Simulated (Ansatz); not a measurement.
# CuAu (P4/mmm) in Ansatz: settings compared

Aim: see how the results for CuAu move with the level of theory and the settings. Levels: PBE0, r2SCAN0. Tasks: projected density of states.

Program: Ansatz 0.2.0. These are calculated values, not measurements. Logs are shortened: lines on timing, memory, paths and dates and some standing lists are left out, and cuts for length are marked.

**1. Starting point**

The structure is tetragonal, space group P4/mmm (No. 123). The conventional cell has a = 2.811 Å, b = 2.811 Å, c = 3.685 Å, α = 90.00°, β = 90.00°, γ = 90.00°. Au (site symmetry 4/mmm) has 8 Cu at 2.71 Å and 4 Au at 2.81 Å as nearest neighbours. Around Cu (site symmetry 4/mmm) lie 8 Au at 2.71 Å and 4 Cu at 2.81 Å.

**2. Projected density of states, PBE0**

Contents of input.yaml:

```yaml
crystal:
  lattice:
    - [2.8107494552, 0.0, 0.0]
    - [0.0, 2.8107494552, 0.0]
    - [0.0, 0.0, 3.685]
  atoms:
    - { symbol: Au, position: [0.0, 0.0, 0.0] }
    - { symbol: Cu, position: [0.5, 0.5, 0.5] }
hamiltonian:
  xc: pbe0
  pseudopotentials: { kind: paw }
kpoints:
  mp_grid: { grid: [5, 5, 4] }
scf:
  occupations: { method: fermi_dirac, width: 0.05 }
  n_extra_bands: 6
output:
  forces: true
  stress: true
  eigenvalues: true
  dos: { projected: true, de: 0.05 }
```

Potentials or basis: Ansatz PAW.

Launch:

```console
> ansatz run input.yaml --threads 2 --pin off --max-ram 5632MiB --backend cpu --events-out ev --progress --plain --runs-dir out
```

The program printed:

```text
Warning: output.stress: scf.convergence.dr2_threshold = 1e-7 eV (the SCF's general default) is looser than the 2e-10 eV advised for a printed stress (1e-10 eV for each atom of the cell: 2). What an SCF threshold leaves in a stress goes as its square root, and in the free energy as the threshold itself, and one threshold admits the most on a small cell: of the crystals measured, under no hybrid functional and no lock of the moments, on runs that ended without the residual-converged pass, on stresses that held no estimate of that error, the worst erred by over 100 MPa in a component at 1e-7 eV an atom and by under 5 at 1e-10. Set scf.convergence.dr2_threshold to 2e-10 eV or tighter. The threshold is an SCF's pass mark: one that does not reach it within its budget of iterations ends unconverged, or closes short of it on a stop that the run arms, and scf.convergence.dr2_threshold's page says what that costs each kind of run
Warning: output.stress: scf.exx.energy_threshold = 1e-6 eV is looser than the 2e-8 eV advised for a stress under a hybrid functional (1e-8 eV for each atom of the cell: 2). Every SCF of the exchange loop can meet its threshold on dr2 while the loop round them stops early: no threshold on dr2 bounds what that leaves in the stress. Set scf.exx.energy_threshold to 2e-8 eV or tighter. The threshold is the loop's pass mark: a loop that does not reach it within its budget of cycles ends unconverged, and scf.exx.energy_threshold's page has the law
Warning: RAYON_NUM_THREADS=2 ignored (pool sized by the plan → 2); use --threads N
scf.n_extra_bands = 6 over 19 filled bands (N_el = 38.0): the run solves 25 bands
Engine: ansatz 0.2.0, aarch64-unknown-linux-gnu
Pseudopotentials: kind: paw
Pseudopotential: Au, paw, valence charge 19, recommended cutoff 420 eV (normal), Au.paw.azcp
Pseudopotential: Cu, paw, valence charge 19, recommended cutoff 420 eV (normal), Cu.paw.azcp
Functional definition: PBE0
  parameter a = 0.25
  parameter kappa = 0.804
  parameter beta = 0.06672455060314922
  exchange = (1 - a)*pbe_x(kappa = kappa, mu = beta*pi^2/3) + a*exact_x
  correlation = pbe_c(beta = beta)
Crystal: 2 atoms, lattice volume = 29.113 Å³
Basis set: ecut = 420 eV, 553 PW (Γ), exchange–correlation on 40×40×50 points (8 copies of the dense FFT grid, shifted against one another)
Bands: 25, of which v1, the nominal top of the filled ones, is band 19 counted from 1 (18 counted from 0)
Symmetry: 16 space group operations
Space group: P4/mmm (ITA 123), of the structure as read, at distance tolerance 3.1e-5 Å
k-points: 18 of 100
Non-local potential: Au, projectors of the file, l = 0: 3, l = 1: 2, l = 2: 2, l = 3: 1
Non-local potential: Cu, projectors of the file, l = 0: 3, l = 1: 2, l = 2: 3, l = 3: 1
PAW form: soft (Blöchl's): semilocal exchange-correlation on the pseudo side does not see the compensation charge
PAW frozen core: Au, regenerated for the run's functional, and the local potential with it (the file was generated under x = pbe(κ = 0.804, μ = 0.2195149727645171), c = pbe(β = 0.06672455060314922))
PAW frozen core: Cu, regenerated for the run's functional, and the local potential with it (the file was generated under x = pbe(κ = 0.804, μ = 0.2195149727645171), c = pbe(β = 0.06672455060314922))
PAW one-centre angular grid: Au, 590 points (default); XC on 64 Gauss nodes
PAW one-centre angular grid: Cu, 590 points (default); XC on 64 Gauss nodes
Initial density: superposition of atomic densities (neutral atoms: chi_scale 0, normalization atom), corrected by the library's trained network
Initial wavefunctions: pseudopotential atomic-orbital guess
Functional: x = pbe(κ = 0.804, μ = 0.2195149727645171), c = pbe(β = 0.06672455060314922), warm-up for x = 0.75 pbe(κ = 0.804, μ = 0.2195149727645171) + 0.25 exact, c = pbe(β = 0.06672455060314922)
SCF iter   1: F=—  HF=-19774.695188 eV  |F-HF|=—  |Δ(HF+E_count)|=         —  Δρ=4.10e-3  dr2=3.63e-3  ethr=1.77e-3  ⟨swp⟩=9.4  Hψ=1968  notcnv=0
preconditioner: auto → none  [insulator: Δε(μ)=0.283 eV  Ē_g=13.084 eV  σ=0.050 eV  W_gap=0.61  n_scr=14 (ndim 8)  ℏωp=32.3 eV  f_vac=0.000  D(μ)=0.77/eV (n_scr^D=2)]
iter 2 solved again at ethr=4.11e-7 eV; its pass at ethr=9.55e-6 eV (dr2=1.56e-4 eV) is discarded
SCF iter   2: F=—  HF=-19774.694203 eV  |F-HF|=—  |Δ(HF+E_count)|=   9.85e-4  Δρ=9.74e-4  dr2=1.55e-4  ethr=4.11e-7  ⟨swp⟩=2.4  Hψ=1938  notcnv=0
SCF iter   3: F=—  HF=-19774.694230 eV  |F-HF|=—  |Δ(HF+E_count)|=   2.70e-5  Δρ=3.55e-4  dr2=1.52e-5  ethr=4.09e-7  ⟨swp⟩=2.4  Hψ=817  notcnv=0
SCF iter   4: F=—  HF=-19774.694243 eV  |F-HF|=—  |Δ(HF+E_count)|=   1.34e-5  Δρ=1.18e-4  dr2=1.70e-6  ethr=4.01e-8  ⟨swp⟩=3.1  Hψ=973  notcnv=0
SCF iter   5: F=—  HF=-19774.694243 eV  |F-HF|=—  |Δ(HF+E_count)|=   3.06e-7  Δρ=2.16e-5  dr2=3.50e-8  ethr=4.47e-9  ⟨swp⟩=3.1  Hψ=956  notcnv=0
SCF iter   6: F=—  HF=-19774.694243 eV  |F-HF|=—  |Δ(HF+E_count)|=   6.51e-8  Δρ=4.52e-6  dr2=1.91e-9  ethr=9.20e-11  ⟨swp⟩=3.2  Hψ=1036  notcnv=0
SCF iter   7: F=-19774.694243 eV  HF=-19774.694243 eV  |F-HF|=7.28e-12  |Δ(HF+E_count)|=   3.35e-9  Δρ=3.54e-7  dr2=1.54e-11  ethr=5.03e-12  ⟨swp⟩=3.0  Hψ=1013  notcnv=0
SCF 1 converged in 7 iterations: F = -19774.694243 eV  dr2 = 1.54e-11
Initial density: handed on by an earlier stage of this run
Initial wavefunctions: those handed on with the density
Functional: x = 0.75 pbe(κ = 0.804, μ = 0.2195149727645171) + 0.25 exact, c = pbe(β = 0.06672455060314922)
Frozen-core exchange: fock
iter 1 solved again at ethr=1.04e-3 eV; its pass at ethr=1.00e-1 eV (dr2=3.94e-1 eV) is discarded
SCF iter   1: F=—  HF=-19774.027169 eV  |F-HF|=—  |Δ(HF+E_count)|=         —  Δρ=4.75e-2  dr2=4.25e-1  ethr=1.04e-3  ⟨swp⟩=2.2  Hψ=1803  notcnv=0
preconditioner: auto → none  [insulator: Δε(μ)=0.802 eV  Ē_g=16.209 eV  σ=0.050 eV  W_gap=0.62  n_scr=14 (ndim 8)  ℏωp=32.3 eV  f_vac=0.000  D(μ)=0.75/eV (n_scr^D=2)]
SCF iter   2: F=—  HF=-19774.051240 eV  |F-HF|=—  |Δ(HF+E_count)|=   2.41e-2  Δρ=4.61e-2  dr2=4.01e-1  ethr=1.04e-3  ⟨swp⟩=4.0  Hψ=1261  notcnv=0
SCF iter   3: F=—  HF=-19773.935711 eV  |F-HF|=—  |Δ(HF+E_count)|=   1.16e-1  Δρ=1.01e-2  dr2=2.40e-2  ethr=1.04e-3  ⟨swp⟩=3.0  Hψ=1095  notcnv=0
SCF iter   4: F=—  HF=-19773.932406 eV  |F-HF|=—  |Δ(HF+E_count)|=   3.31e-3  Δρ=2.29e-3  dr2=4.22e-3  ethr=5.30e-5  ⟨swp⟩=2.5  Hψ=911  notcnv=0
SCF iter   5: F=—  HF=-19773.932199 eV  |F-HF|=—  |Δ(HF+E_count)|=   2.07e-4  Δρ=2.82e-4  dr2=2.98e-3  ethr=2.71e-6  ⟨swp⟩=3.0  Hψ=910  notcnv=0
SCF iter   6: F=—  HF=-19773.932196 eV  |F-HF|=—  |Δ(HF+E_count)|=   3.68e-6  Δρ=2.54e-4  dr2=1.63e-5  ethr=7.58e-8  ⟨swp⟩=3.3  Hψ=962  notcnv=0
SCF iter   7: F=—  HF=-19773.932193 eV  |F-HF|=—  |Δ(HF+E_count)|=   2.29e-6  Δρ=1.43e-4  dr2=5.09e-6  ethr=4.30e-8  ⟨swp⟩=2.0  Hψ=795  notcnv=0
SCF iter   8: F=—  HF=-19773.932192 eV  |F-HF|=—  |Δ(HF+E_count)|=   9.44e-7  Δρ=3.34e-5  dr2=2.94e-7  ethr=1.34e-8  ⟨swp⟩=2.0  Hψ=840  notcnv=0
SCF iter   9: F=-19773.932192 eV  HF=-19773.932192 eV  |F-HF|=2.40e-8  |Δ(HF+E_count)|=   5.66e-8  Δρ=2.61e-6  dr2=1.74e-9  ethr=7.73e-10  ⟨swp⟩=3.1  Hψ=940  notcnv=0  defer=1
SCF 2 converged in 9 iterations: F = -19773.932192 eV  dr2 = 1.74e-9
hybrid outer 1: dexx = +1.927e-2 eV, tail = 1.58e-2 eV
Frozen-core exchange: fock
SCF iter   1: F=—  HF=-19773.955520 eV  |F-HF|=—  |Δ(HF+E_count)|=         —  Δρ=5.21e-3  dr2=5.46e-3  ethr=2.08e-4  ⟨swp⟩=2.6  Hψ=910  notcnv=0
preconditioner: auto → none  [insulator: Δε(μ)=0.789 eV  Ē_g=15.978 eV  σ=0.050 eV  W_gap=0.62  n_scr=14 (ndim 8)  ℏωp=32.3 eV  f_vac=0.000  D(μ)=0.75/eV (n_scr^D=2)]
SCF iter   2: F=—  HF=-19773.954251 eV  |F-HF|=—  |Δ(HF+E_count)|=   1.27e-3  Δρ=3.51e-4  dr2=1.38e-4  ethr=1.35e-5  ⟨swp⟩=3.0  Hψ=906  notcnv=0
SCF iter   3: F=—  HF=-19773.954258 eV  |F-HF|=—  |Δ(HF+E_count)|=   6.87e-6  Δρ=7.67e-5  dr2=1.20e-4  ethr=6.03e-8  ⟨swp⟩=3.8  Hψ=1030  notcnv=0
SCF iter   4: F=-19773.954709 eV  HF=-19773.954794 eV  |F-HF|=8.55e-5  |Δ(HF+E_count)|=   5.36e-4  Δρ=7.40e-4  dr2=1.15e-4  ethr=1.98e-9  ⟨swp⟩=4.1  Hψ=1581  notcnv=0
SCF 3 stopped early in 4 iterations: F = -19773.954709 eV  dr2 = 1.15e-4
hybrid outer 2: dexx = +6.507e-4 eV, tail = 2.78e-4 eV, Δε = 8.29e-2 eV (about 1.88e-2 eV left of the loop's levels)
Frozen-core exchange: fock
SCF iter   1: F=—  HF=-19773.954451 eV  |F-HF|=—  |Δ(HF+E_count)|=         —  Δρ=1.77e-4  dr2=1.90e-5  ethr=3.66e-6  ⟨swp⟩=2.5  Hψ=909  notcnv=0
preconditioner: auto → none  [insulator: Δε(μ)=0.786 eV  Ē_g=15.948 eV  σ=0.050 eV  W_gap=0.62  n_scr=14 (ndim 8)  ℏωp=32.3 eV  f_vac=0.000  D(μ)=0.75/eV (n_scr^D=2)]
SCF iter   2: F=—  HF=-19773.954450 eV  |F-HF|=—  |Δ(HF+E_count)|=   3.17e-7  Δρ=4.05e-5  dr2=1.34e-5  ethr=1.55e-8  ⟨swp⟩=3.0  Hψ=941  notcnv=0
SCF iter   3: F=—  HF=-19773.954775 eV  |F-HF|=—  |Δ(HF+E_count)|=   3.25e-4  Δρ=5.74e-5  dr2=9.67e-7  ethr=5.96e-10  ⟨swp⟩=4.0  Hψ=1359  notcnv=0
SCF iter   4: F=—  HF=-19773.954775 eV  |F-HF|=—  |Δ(HF+E_count)|=   2.45e-7  Δρ=3.51e-5  dr2=3.14e-7  ethr=5.96e-10  ⟨swp⟩=3.0  Hψ=987  notcnv=0
SCF iter   5: F=—  HF=-19773.954775 eV  |F-HF|=—  |Δ(HF+E_count)|=   3.50e-8  Δρ=7.69e-6  dr2=1.08e-7  ethr=5.70e-10  ⟨swp⟩=2.0  Hψ=795  notcnv=0
SCF iter   6: F=—  HF=-19773.954775 eV  |F-HF|=—  |Δ(HF+E_count)|=  3.57e-10  Δρ=4.84e-7  dr2=9.96e-8  ethr=2.32e-11  ⟨swp⟩=3.1  Hψ=994  notcnv=0
SCF iter   7: F=—  HF=-19773.954775 eV  |F-HF|=—  |Δ(HF+E_count)|=   7.64e-7  Δρ=8.67e-6  dr2=1.16e-8  ethr=1.91e-12 (applied; sched 1.00e-12)  ⟨swp⟩=4.6  Hψ=1469  notcnv=0
SCF iter   8: F=-19773.954775 eV  HF=-19773.954775 eV  |F-HF|=4.58e-9  |Δ(HF+E_count)|=   1.44e-9  Δρ=5.93e-6  dr2=9.51e-9  ethr=1.66e-12 (applied; sched 1.00e-12)  ⟨swp⟩=4.0  Hψ=1296  notcnv=0
SCF 4 converged in 8 iterations: F = -19773.954775 eV  dr2 = 9.51e-9
  Residual-converged pass: ⟨swp⟩=1.6  Hψ=462  notcnv=0  max |occ|·‖R‖ = 2.4e-6 eV (tolerance 2.4e-6 eV)  dr2=9.51e-9  dr2_onsite=1.63e-9  max |Δocc| = 2.4e-18
hybrid outer 3: dexx = +3.661e-6 eV, tail = 4.53e-8 eV, Δε = 1.46e-2 eV (about 3.59e-4 eV left of the loop's levels)
hybrid SCF converged: 3 outer / 21 inner (+7 warm-up), last move |dexx| = 3.66e-6 eV, tail = 4.53e-8 eV
Stability not checked: this state was not tested for a lower state beside it, because the functional holds exact exchange (a hybrid, or Hartree-Fock), whose exchange loop this test does not read (fock_operator; see scf.lower_state_search)
Free energy (F): -19773.954775 eV
Frozen-core exchange: fock
Harris-Foulkes:  -19773.954775 eV  (|F-HF|=4.58e-9)
Internal energy: -19773.949483 eV  (E = F + TS)
E sigma→0 (E₀):  -19773.952129 eV
Entropy (-TS):   -0.005293 eV (-2.646 meV/atom)
Fermi energy:    18.783499 eV
--- Per-component energies (eV) ---
  E_band       = -674.730049
  E_kinetic    = 906.549711
  E_local      = -5926.811345  (includes V_loc(G=0)·N_el)
  E_nonlocal   = 481.670367
  E_hartree    = 2614.924193
  E_xc         = -244.266923
  E_vxc        = -300.280873  (∫ρ·V_xc dr)
  E_exx        = -195.905847  (= α·E_x^exact, valence–valence)
  E_paw        = -11259.130792  (= ΣΔE_a)
  E_vpaw       = -673.902377  (= ΣTr[D̂ρ^β])
  E_aug_tail   = 0.001679  (compensation charges beyond the density's cutoff)
  E_ewald      = -6148.824689
  E_core_change = -2.155837  (= ΣΔE_core)
  E_smearing   = -0.005293  (= −TS)
  E_closure    = 0.000000  (closes the sum)
  Σ components = -19773.954775   (vs F -19773.954775, Δ=3.64e-12)
--- Forces (eV/Å), atoms counted from 1 ---
  atom   1  Au    -0.00000000     0.00000000     0.00000000
  atom   2  Cu     0.00000000    -0.00000000    -0.00000000
  max |Σ_I F_I| component: 9.58e-29 eV/Å
--- Stress (GPa, compression-positive) ---
        2.100509      -0.000000      -0.000000
       -0.000000       2.100509      -0.000000
       -0.000000      -0.000000       1.603789
  P = ⅓ Tr σ = 1.9349 GPa (19.349 kbar)
--- Band table (eV; the first three rows and the last of 18) ---
  k-point 0: bands = ["-99.8205", "-92.1513", "-55.6206", "-55.6175", "-55.6175", "-42.3528", "-42.2552", "-42.2552", "7.5053", "10.4344", "10.5396", "13.0620", "13.0620", "14.0701", "14.1772", "14.8225", "15.4288", "15.8039", "15.8039", "21.5427", "28.2369", "30.1547", "30.1547", "37.0662", "37.2636"]
  k-point 1: bands = ["-99.8206", "-92.1514", "-55.6202", "-55.6175", "-55.6175", "-42.3547", "-42.2553", "-42.2553", "8.3096", "10.5807", "10.8926", "13.2654", "13.2654", "13.8626", "14.3296", "14.6072", "15.2588", "15.3121", "15.3121", "17.5434", "31.6332", "31.6332", "32.5495", "35.1888", "36.9734"]
  k-point 2: bands = ["-99.8206", "-92.1514", "-55.6197", "-55.6173", "-55.6173", "-42.3561", "-42.2550", "-42.2550", "9.4316", "10.7467", "11.7769", "13.6091", "13.6091", "13.6354", "13.7824", "14.5842", "14.6864", "14.6864", "14.7268", "14.9861", "34.4853", "34.8869", "34.8869", "35.2215", "35.6228"]
  k-point 17: bands = ["-99.8179", "-92.1393", "-55.6364", "-55.6364", "-55.6186", "-42.4126", "-42.4123", "-42.3327", "10.8016", "11.3489", "11.5812", "13.5463", "13.5624", "13.6220", "14.1039", "14.7613", "15.2525", "15.4589", "21.8537", "23.1910", "26.3101", "26.4043", "27.3696", "28.1488", "30.6305"]
```

Run time: 13 s. Hardware: 2 threads of Arm Neoverse V2, shared host; peak memory 0.75 GiB.

Results:

```
Free energy                          : -19773.9548 eV
Pressure                             : 1.9 GPa
Band gap on the k mesh               : none (metal or under the smearing width)
Density of states at the Fermi level : 0.30 states/eV per cell
```

Stress tensor (GPa, compression positive):
```
2.10 0.00 0.00
0.00 2.10 0.00
0.00 0.00 1.60
```

States per cell in windows of 1 eV (zero at the Fermi level; states under -8 eV left out):
| from (eV) | total | Cu 3d | Au 5d | Cu 4s | Au 6s |
| --- | --- | --- | --- | --- | --- |
| -8.0 | 3.43 | 0.48 | 2.64 | 0.13 | 0.16 |
| -7.0 | 2.63 | 0.55 | 1.95 | 0.03 | 0.08 |
| -6.0 | 2.65 | 0.89 | 1.65 | 0.03 | 0.06 |
| -5.0 | 5.22 | 3.97 | 1.01 | 0.10 | 0.06 |
| -4.0 | 4.68 | 3.39 | 1.19 | 0.05 | 0.04 |
| -3.0 | 0.73 | 0.31 | 0.16 | 0.09 | 0.12 |
| -2.0 | 0.39 | 0.10 | 0.06 | 0.06 | 0.10 |
| -1.0 | 0.32 | 0.06 | 0.04 | 0.07 | 0.08 |
| 0.0 | 0.29 | 0.03 | 0.03 | 0.07 | 0.07 |
| 1.0 | 0.43 | 0.02 | 0.04 | 0.10 | 0.09 |
| 2.0 | 0.61 | 0.02 | 0.04 | 0.12 | 0.11 |
| 3.0 | 0.37 | 0.01 | 0.02 | 0.05 | 0.03 |
| 4.0 | 0.21 | 0.00 | 0.01 | 0.03 | 0.02 |
| 5.0 | 0.36 | 0.01 | 0.01 | 0.07 | 0.09 |
| 6.0 | 0.51 | 0.01 | 0.01 | 0.15 | 0.10 |
| 7.0 | 0.73 | 0.01 | 0.02 | 0.17 | 0.09 |

Caveat: the k mesh is coarse (spacing up to 0.45 Å⁻¹), so the values aren't converged, least of all with exact exchange; the PAW data sets come from PBE, with cores solved anew for the run's functional, which leaves a small shift of forces and pressure; the density of states is complete only up to the lowest level of the last band computed; the thresholds are loose for stress.

**3. Projected density of states, r2SCAN0**

input.yaml: that of step 2 with these lines changed.

```diff
@@ -9,3 +9,3 @@
 hamiltonian:
-  xc: pbe0
+  xc: r2scan0
   pseudopotentials: { kind: paw }
```

Potentials or basis: Ansatz PAW.

Launch:

```console
> ansatz run input.yaml --threads 2 --pin off --max-ram 5632MiB --backend cpu --events-out ev --progress --plain --runs-dir out
```

Run time: 18 s. Hardware: 2 threads of Arm Neoverse V2, shared host; peak memory 0.93 GiB.

The run converged. Its results:

* Free energy: -19789.8300 eV
* Pressure: -0.7 GPa
* Band gap on the k mesh: none (metal or under the smearing width)
* Density of states at the Fermi level: 0.29 states/eV per cell

Stress tensor (GPa, compression positive):
```
-0.52  0.00  0.00
 0.00 -0.52  0.00
 0.00  0.00 -1.13
```

Levels at points of the mesh, in eV from the Fermi level:
```
            k point  band 15  band 16  band 17  band 18  band 19  band 20  band 21  band 22  band 23  band 24
 (0.00, 0.00, 0.00)    -4.74    -4.07    -3.46    -3.07    -3.07     2.92     9.76    11.76    11.76    18.75
(0.00, 0.00, -0.50)    -5.16    -4.35    -4.17    -4.17    -4.12    -3.89    16.09    16.53    16.53    16.94
```

States per cell in windows of 1 eV (zero at the Fermi level; states under -8 eV left out):
```
from (eV)  total  Cu 3d  Au 5d  Au 6s  Cu 4s
     -8.0   3.47   0.49   2.71   0.14   0.10
     -7.0   2.75   0.58   2.05   0.07   0.03
     -6.0   2.73   1.01   1.56   0.07   0.05
     -5.0   5.17   4.17   0.82   0.05   0.08
     -4.0   4.26   3.05   1.08   0.05   0.05
     -3.0   0.65   0.27   0.13   0.12   0.08
     -2.0   0.38   0.10   0.05   0.10   0.06
     -1.0   0.31   0.05   0.04   0.08   0.07
      0.0   0.29   0.03   0.03   0.06   0.07
      1.0   0.39   0.02   0.03   0.08   0.09
      2.0   0.60   0.02   0.04   0.11   0.12
      3.0   0.40   0.01   0.02   0.04   0.06
      4.0   0.21   0.00   0.01   0.01   0.03
      5.0   0.34   0.01   0.01   0.08   0.06
      6.0   0.40   0.01   0.01   0.08   0.10
      7.0   0.69   0.01   0.02   0.10   0.19
```

Caveat: the k mesh is coarse (spacing up to 0.45 Å⁻¹), so the values aren't converged, least of all with exact exchange; the PAW data sets come from PBE, with cores solved anew for the run's functional, which leaves a small shift of forces and pressure; the density of states is complete only up to the lowest level of the last band computed; the thresholds are loose for stress.
